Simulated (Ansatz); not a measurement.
Boltzmann transport of BN at constant τ

Method: Ansatz 0.2.0, DFT PBEsol, scalar-relativistic, plane waves, PAW. Settings: 420 eV plane-wave cutoff, Γ-centred 12×12×12 mesh, Gaussian smearing of 0.02 eV. No spin polarisation.

Relaxed structure:
```yaml
crystal:
  lattice:
    - [0.00000, 1.80285, 1.80285]
    - [1.80285, 0.00000, 1.80285]
    - [1.80285, 1.80285, 0.00000]
  atoms:
    - { symbol: B, position: [0.00000, 0.00000, 0.00000] }
    - { symbol: N, position: [0.75000, 0.75000, 0.75000] }
```

Constant relaxation time and rigid bands. The levels are interpolated over the whole zone and filled by a Fermi function at the stated temperature, with the chemical potential set by the electron count. The Kohn–Sham gap on the mesh is 4.30 eV and isn't corrected.

Problem. Give the Seebeck coefficient (μV/K; xx, yy, zz) and the conductivity masses (m_e; principal values, sorted) at 600 K against doping (cm⁻³).

Solution.
```
doping S              m*
n 1e18  -568 -568 -568  0.39 0.39 0.39
n 1e19  -371 -371 -371  0.39 0.39 0.39
n 1e20  -184 -184 -184  0.40 0.40 0.40
n 1e21     -54 -54 -54  0.42 0.42 0.42
p 1e18     685 685 685  0.70 0.70 0.70
p 1e19     487 487 487  0.71 0.71 0.71
p 1e20     291 291 291  0.71 0.71 0.71
p 1e21     117 117 117  0.72 0.72 0.72
```

Problem. At 10¹⁸ cm⁻³, which carrier is lighter?

Solution. Electrons, 0.39 against 0.70 m_e (harmonic means of the principal values).

Cost: 1 run of about 1 core-minutes, on Intel Xeon 6975P-C (Granite Rapids) (shared hosts).